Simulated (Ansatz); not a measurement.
## MgS (Niningerite) in Ansatz: the effect of functional

The system is MgS (Niningerite).

```xyz
2
Lattice="0.0000 2.6016 2.6016 2.6016 0.0000 2.6016 2.6016 2.6016 0.0000" Properties=species:S:1:pos:R:3 pbc="T T T"
S     2.6016    2.6016    2.6016
Mg    0.0000    0.0000    0.0000
```

Alike in all runs:

```yaml
Program: Ansatz 0.2.0
Task: single point
Potentials_or_basis: all-electron PAW datasets made for the crystal
k_mesh: 6 × 6 × 6
Occupations: fermi-dirac, width 0.05 eV
Spin: no spin polarisation
```

```csv
functional,cutoff,gap on the mesh (eV),pressure (GPa)
PBE,200 eV (chosen from the basis error),2.78,1.2
HSE06,220 eV (chosen from the basis error),3.80,-0.4
PBE0,220 eV (chosen from the basis error),?,?
```

What does the run with functional PBE0 give?

gap on the mesh 4.52 eV; pressure -0.4 GPa.

A k mesh can miss the band edges.

The runs don't all hold the same shells in valence.
